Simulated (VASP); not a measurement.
# Fe2O3 (R-3c) in VASP: notebook

Aim: see how the results for Fe2O3 move with the level of theory and the settings. Levels: PBE+U, r2SCAN+rVV10+U. Tasks: relaxation of cell and atoms, band structure.

All numbers are computed with VASP 6.6.1; they aren't measurements. Logs are shortened: lines on timing, memory, paths and dates and some standing lists are left out, and cuts for length are marked.

## (1) Starting point

It takes space group R-3c (No. 167, trigonal). Conventional cell: a = 5.038 Å, b = 5.038 Å, c = 13.772 Å, α = 90.00°, β = 90.00°, γ = 120.00°. Fe (site symmetry 3) has 6 O at 1.95 to 2.12 Å as nearest neighbours. O (site symmetry 2) has 4 Fe at 1.95 to 2.12 Å as nearest neighbours.

## (2) Relaxation of cell and atoms, PBE+U, collinear spin, ferromagnetic start

INCAR

```
SYSTEM = Fe2O3
ALGO = Normal ; AMIX = 0.2
AMIX_MAG = 0.8 ; BMIX = 1E-4
BMIX_MAG = 1E-4 ; EDIFF = 1E-6
EDIFFG = -0.01 ; ENCUT = 600
GGA = PE ; IBRION = 2
ISIF = 3 ; ISMEAR = 1
ISPIN = 2 ; LASPH = .TRUE.
LCHARG = .FALSE. ; LDAU = .TRUE.
LDAUJ = 0 0 ; LDAUL = 2 -1
LDAUPRINT = 1 ; LDAUTYPE = 2
LDAUU = 5.3 0 ; LMAXMIX = 4
LORBIT = 11 ; LREAL = .FALSE.
LUSENCCL = .FALSE. ; LWAVE = .FALSE.
MAGMOM = 4 4 4 4 0 0 0 0 0 0 ; NELM = 150
NSW = 90 ; PREC = Accurate
SIGMA = 0.1
```

KPOINTS

```
k-points
0
G
  9 9 9
  0 0 0
```

POSCAR

```
Fe2O3
1.0
    2.5190000000      1.4543453300      4.5906666700
   -2.5190000000      1.4543453300      4.5906666700
    0.0000000000     -2.9086906600      4.5906666700
Fe O
4 6
Direct
    0.3553000000      0.3553000000      0.3553000000
    0.1447000000      0.1447000000      0.1447000000
    0.6447000000      0.6447000000      0.6447000000
    0.8553000000      0.8553000000      0.8553000000
    0.5559000000      0.9441000000      0.2500000000
    0.2500000000      0.5559000000      0.9441000000
    0.9441000000      0.2500000000      0.5559000000
    0.4441000000      0.0559000000      0.7500000000
    0.7500000000      0.4441000000      0.0559000000
    0.0559000000      0.7500000000      0.4441000000
```

Potentials or basis: VASP PAW PBE potentials, release 64 (Fe, O).

Command:

```console
$ cat potpaw_PBE.64/Fe/POTCAR potpaw_PBE.64/O/POTCAR > POTCAR
$ mpirun -np 1 vasp_std > vasp.out
```

OUTCAR:

```text
SYSTEM = Fe2O3
   AMIX = 0.2
   AMIX_MAG = 0.8
   EDIFF = 1E-6
   EDIFFG = -0.01
   ENCUT = 600
   GGA = PE
   IBRION = 2
   ISIF = 3
   ISMEAR = 1
   ISPIN = 2
   LASPH = .TRUE.
   LORBIT = 11
   LREAL = .FALSE.
   NELM = 150
   NSW = 90
   PREC = Accurate

 ion  position               nearest neighbor table
   1  0.355  0.355  0.355-  10 1.95   8 1.95   9 1.95   5 2.12   6 2.12   7 2.12   2 2.90   3 2.97
                             3 2.97   3 2.97
   2  0.145  0.145  0.145-   9 1.95   8 1.95  10 1.95   5 2.12   7 2.12   6 2.12   1 2.90   4 2.97
                             4 2.97   4 2.97
   3  0.645  0.645  0.645-   7 1.95   5 1.95   6 1.95   8 2.12   9 2.12  10 2.12   4 2.90   1 2.97
                             1 2.97   1 2.97
   4  0.855  0.855  0.855-   6 1.95   5 1.95   7 1.95   8 2.12  10 2.12   9 2.12   3 2.90   2 2.97
                             2 2.97   2 2.97
   5  0.556  0.944  0.250-   3 1.95   4 1.95   1 2.12   2 2.12
   6  0.250  0.556  0.944-   4 1.95   3 1.95   1 2.12   2 2.12
   7  0.944  0.250  0.556-   3 1.95   4 1.95   2 2.12   1 2.12
   8  0.444  0.056  0.750-   1 1.95   2 1.95   3 2.12   4 2.12
   9  0.750  0.444  0.056-   2 1.95   1 1.95   3 2.12   4 2.12
  10  0.056  0.750  0.444-   1 1.95   2 1.95   4 2.12   3 2.12

  LATTYP: Found a trigonal (rhomboedric) cell.
 ALAT       =     5.4345838676
 COS(alpha) =     0.5703114898

  Lattice vectors:

 A1 = (   2.5190000000,   1.4543453300,   4.5906666700)
 A2 = (  -2.5190000000,   1.4543453300,   4.5906666700)
 A3 = (   0.0000000000,  -2.9086906600,   4.5906666700)

Analysis of symmetry for initial positions (statically):
=====================================================================
 Subroutine PRICEL returns:
 Original cell was already a primitive cell.

 Routine SETGRP: Setting up the symmetry group for a
 trigonal (rhombohedral) supercell.

 Subroutine GETGRP returns: Found 12 space group operations
 (whereof  6 operations were pure point group operations)
 out of a pool of 12 trial point group operations.

The static configuration has the point symmetry S_6 .
 The point group associated with its full space group is D_3d.

Analysis of symmetry for dynamics (positions and initial velocities):
=====================================================================
 Subroutine PRICEL returns:
 Original cell was already a primitive cell.

 Routine SETGRP: Setting up the symmetry group for a
 trigonal (rhombohedral) supercell.

 Subroutine GETGRP returns: Found 12 space group operations
 (whereof  6 operations were pure point group operations)
 out of a pool of 12 trial point group operations.

The dynamic configuration has the point symmetry S_6 .
 The point group associated with its full space group is D_3d.

Analysis of structural, dynamic, and magnetic symmetry:
=====================================================================
 Subroutine PRICEL returns:
 Original cell was already a primitive cell.

 Routine SETGRP: Setting up the symmetry group for a
 trigonal (rhombohedral) supercell.

 Subroutine GETGRP returns: Found 12 space group operations
 (whereof  6 operations were pure point group operations)
 out of a pool of 12 trial point group operations.

The overall configuration has the point symmetry S_6 .
 The point group associated with its full space group is D_3d.

 Subroutine INISYM returns: Found 12 space group operations
 (whereof  6 operations are pure point group operations),
 and found     1 'primitive' translations

----------------------------------------------------------------------------------------

                                     Primitive cell

  volume of cell :     100.9073

  direct lattice vectors                    reciprocal lattice vectors
     2.519000000  1.454345330  4.590666670     0.198491465  0.114599101  0.072611095
    -2.519000000  1.454345330  4.590666670    -0.198491465  0.114599101  0.072611095
     0.000000000 -2.908690660  4.590666670     0.000000000 -0.229198201  0.072611095

  length of vectors
     5.434583868  5.434583868  5.434583869     0.240425012  0.240425012  0.240425012

  position of ions in fractional coordinates (direct lattice)
[... 107 lines left out ...]
   NUPDOWN=      -1.0000    fix difference up-down
   EMIN   =  10.00;   EMAX   =-10.00  energy-range for DOS
   EFERMI =   0.00;   METHOD = LEGACY
   ISMEAR =     1;   SIGMA  =   0.10  broadening in eV -4-tet -1-fermi 0-gaus
   EFERMI_NEDOS =   21; number of points for ismear=-14 and -15
   IALGO  =     38    algorithm
   IMIX   =      4    mixing-type and parameters
     AMIX     =   0.20;   BMIX     =  0.00
     AMIX_MAG =   0.80;   BMIX_MAG =  0.00
  volume/ion in A,a.u.               =      10.09        68.10
  Fermi-wavevector in a.u.,A,eV,Ry     =   1.435281  2.712288 28.028426  2.060031
  Thomas-Fermi vector in A             =   2.554597
   LORBIT       =     11    0 simple, 1 ext, 2 COOP (PROOUT), +10 PAW based schemes
 LDA+U is selected, type is set to LDAUTYPE =  2
   angular momentum for each species LDAUL =     2   -1
   U (eV)           for each species LDAUU =   5.3  0.0
   J (eV)           for each species LDAUJ =   0.0  0.0
   GGA     = PE    functional components
   LHFCALC =     F    Hartree Fock is set to
   AEXX    =    0.0000 exact exchange contribution
   IVDW    =     0    specifies the selected vdW correction
   LEPSILON=     F    determine dielectric tensor
   LRPA    =     F    only Hartree local field effects (RPA)
 conjugate gradient relaxation of ions
 spin polarized calculation
 Methfessel and Paxton  Order N= 1 SIGMA  =   0.10
  energy-cutoff  :      600.00
  volume of cell :      100.91
 maximum number of plane-waves:      3390
 NGX is ok and might be reduce to    48
   NGX = 21   NGY = 21   NGZ = 21

--------------------------------------- Ionic step        1  -------------------------------------------

 number of electron      68.0000009 magnetization      19.9998986

 Free energy of the ion-electron system (eV)
  ---------------------------------------------------
  ext. energy  EPLUGINS =         0.00000000
  ---------------------------------------------------
  free energy    TOTEN  =       -66.10627692 eV

  energy without entropy =      -66.10783436  energy(sigma->0) =      -66.10679607

------------------------ aborting loop because EDIFF is reached ----------------------------------------

  FORCE on cell =-STRESS in cart. coord.  units (eV):
  Direction    XX          YY          ZZ          XY          YZ          ZX
  --------------------------------------------------------------------------------------
  -------------------------------------------------------------------------------------
  Total        5.1397087      5.1397087      2.6123570      0.0000000      0.0000000      0.0000000
  in kB       81.6068038     81.6068040     41.4782473      0.0000000      0.0000000      0.0000000
  external PRESSURE =      68.2306184 kB  Pullay stress =       0.0000000 kB
[... 31 lines left out ...]
--------------------------------------- Ionic step        2  -------------------------------------------

 number of electron      67.9999994 magnetization      19.9999992

 E-fermi :   2.9403     XC(G=0): -11.2522

 val. band max:        2.9244253254   @ k =   0.1111   0.0000   0.0000
 cond. band min:       2.9431958471   @ k =   0.1111   0.1111   0.1111
 fundamental gap:      0.0187705217
 Fermi energy:         2.9403295073

 spin component 1

 k-point     1 :       0.0000    0.0000    0.0000
  band No.  band energies     occupation
      1     -15.4522      1.00000
      2     -14.1904      1.00000
      3     -14.1904      1.00000
      4     -14.0493      1.00000
      5     -14.0493      1.00000
      6     -14.0467      1.00000
[... 2345 lines left out ...]
     45      11.5218      0.00000
     46      12.5943      0.00000

 [... further k-points ...]

 [bands above 46 left out]

------------------------ aborting loop because EDIFF is reached ----------------------------------------

  FORCE on cell =-STRESS in cart. coord.  units (eV):
  Direction    XX          YY          ZZ          XY          YZ          ZX
  --------------------------------------------------------------------------------------
  -------------------------------------------------------------------------------------
  Total       -3.7242919     -3.7242920     -3.1228750      0.0000000      0.0000000      0.0000000
  in kB      -55.6055618    -55.6055619    -46.6261028      0.0000000      0.0000000      0.0000000
  external PRESSURE =     -52.6124088 kB  Pullay stress =       0.0000000 kB
[... 69 lines left out ...]
  FREE ENERGIE OF THE ION-ELECTRON SYSTEM (eV)
  ---------------------------------------------------
  free  energy   TOTEN  =       -66.2003301573 eV

  energy  without entropy=      -66.2037578138  energy(sigma->0) =      -66.20147271

[... ionic steps 4 to 7 ...]

--------------------------------------- Ionic step        8  -------------------------------------------

 number of electron      68.0000004 magnetization      20.0000002

------------------------ aborting loop because EDIFF is reached ----------------------------------------
[... 215 lines left out ...]
--------------------------------------- Ionic step       10  -------------------------------------------

 number of electron      68.0000003 magnetization      20.0000002

 Free energy of the ion-electron system (eV)
  ---------------------------------------------------
  ext. energy  EPLUGINS =         0.00000000
  ---------------------------------------------------
  free energy    TOTEN  =       -66.20892157 eV

  energy without entropy =      -66.21252265  energy(sigma->0) =      -66.21012193

 E-fermi :   3.2646     XC(G=0): -11.4009

 val. band max:        3.2630403913   @ k =   0.1111   0.1111   0.1111
 cond. band min:       3.2712120864   @ k =   0.1111   0.1111   0.0000
 fundamental gap:      0.0081716951
 Fermi energy:         3.2646160832

 spin component 1

 k-point     1 :       0.0000    0.0000    0.0000
  band No.  band energies     occupation
      1     -15.3850      1.00000
      2     -14.0658      1.00000
      3     -14.0658      1.00000
      4     -13.9024      1.00000
      5     -13.8993      1.00000
      6     -13.8993      1.00000
[... 2345 lines left out ...]
     45      12.0317      0.00000
     46      13.1293      0.00000

 [... further k-points ...]

 [bands above 46 left out]

------------------------ aborting loop because EDIFF is reached ----------------------------------------

  FORCE on cell =-STRESS in cart. coord.  units (eV):
  Direction    XX          YY          ZZ          XY          YZ          ZX
  --------------------------------------------------------------------------------------
  -------------------------------------------------------------------------------------
  Total       -0.0681849     -0.0681849      0.0119917      0.0000000      0.0000000     -0.0000000
  in kB       -1.0476526     -1.0476526      0.1842515      0.0000000      0.0000000     -0.0000000
  external PRESSURE =      -0.6370179 kB  Pullay stress =       0.0000000 kB

 VOLUME and BASIS-vectors are now :
 -----------------------------------------------------------------------------
  energy-cutoff  :      600.00
  volume of cell :      104.28
      direct lattice vectors                 reciprocal lattice vectors
     2.554668232  1.474938393  4.612347809     0.195720131
```

Run time: 57 min. Hardware: 1 × NVIDIA H100 80GB with 1 thread of AMD EPYC 7R13 (Zen 3), shared host; peak memory 1.8 GiB.

What came out:

- Free energy: -66.2089 eV
- Relaxed volume: 10.43 Å³/atom
- Relaxed cell: a = 5.475 Å, b = 5.475 Å, c = 5.475 Å, α = 55.63°, β = 55.63°, γ = 55.63°
- Space group after relaxing (to 0.05 Å): R-3c (No. 167)
- Energy gained by relaxing: 10.3 meV/atom
- Ionic steps: 10
- Pressure after relaxing: -0.1 GPa
- Largest force after relaxing: 0.006 eV/Å
- Band gap on the k mesh: 1.66 eV, indirect (least direct gap 1.81 eV)
- Net moment: 20.00 μB per cell
- Site moments: Fe +4.42; O +0.34 μB
- Valence electrons inside the program's atomic spheres: Fe 6.67; O 5.04

Forces on the atoms (eV/Å):
```
Fe   0.000  0.000  0.000
Fe   0.000  0.000  0.000
Fe   0.000  0.000  0.000
Fe   0.000  0.000  0.000
O    0.006  0.000  0.000
O   -0.003  0.005  0.000
O   -0.003 -0.005  0.000
O   -0.006  0.000  0.000
O    0.003 -0.005  0.000
O    0.003  0.005  0.000
```

The path:
```csv
step,energy change (eV),largest force (eV/Å),pressure (GPa),volume (Å³)
1,0.0000,0.4158,6.82,100.91
2,-0.0486,0.0846,-5.26,107.31
3,-0.0941,0.1996,-0.69,104.60
4,-0.0940,0.2034,-0.45,104.52
5,-0.1015,0.0795,0.01,104.20
6,-0.1022,0.0311,0.27,104.08
7,-0.1024,0.0117,-0.18,104.32
8,-0.1024,0.0143,-0.08,104.29
9,-0.1024,0.0133,-0.15,104.30
10,-0.1026,0.0062,-0.06,104.28
```

Final structure:
```xyz
10
Lattice="2.5547 1.4749 4.6123 -2.5547 1.4749 4.6123 0.0000 -2.9499 4.6123" Properties=species:S:1:pos:R:3 pbc="T T T"
Fe    0.0000    0.0000    4.8884
Fe    0.0000    0.0000    2.0301
Fe    0.0000    0.0000    8.9486
Fe    0.0000    0.0000   11.8069
O    -1.0011    1.4749    8.0716
O    -0.7768   -1.6045    8.0716
O     1.7779    0.1295    8.0716
O     1.0011   -1.4749    5.7654
O     0.7768    1.6045    5.7654
O    -1.7779   -0.1295    5.7654
```

Eigenvalues of the final occupation matrices:
```tsv
site	spin	trace	eigenvalues
site 1 d	1	5.08	0.99 0.99 0.99 1.06 1.06
site 1 d	2	0.72	0.06 0.06 0.07 0.27 0.27
site 2 d	1	5.08	0.99 0.99 0.99 1.06 1.06
site 2 d	2	0.72	0.06 0.06 0.07 0.27 0.27
site 3 d	1	5.08	0.99 0.99 0.99 1.06 1.06
site 3 d	2	0.72	0.06 0.06 0.07 0.27 0.27
site 4 d	1	5.08	0.99 0.99 0.99 1.06 1.06
site 4 d	2	0.72	0.06 0.06 0.07 0.27 0.27
```

Caveat: an odd mesh through Γ misses points on the zone boundary, where band edges often lie; only a ferromagnetic start was run, and an antiferromagnetic order may lie lower in energy. Zero-point motion and thermal expansion aren't in these numbers.

(Part 1 of 3 ends here.)
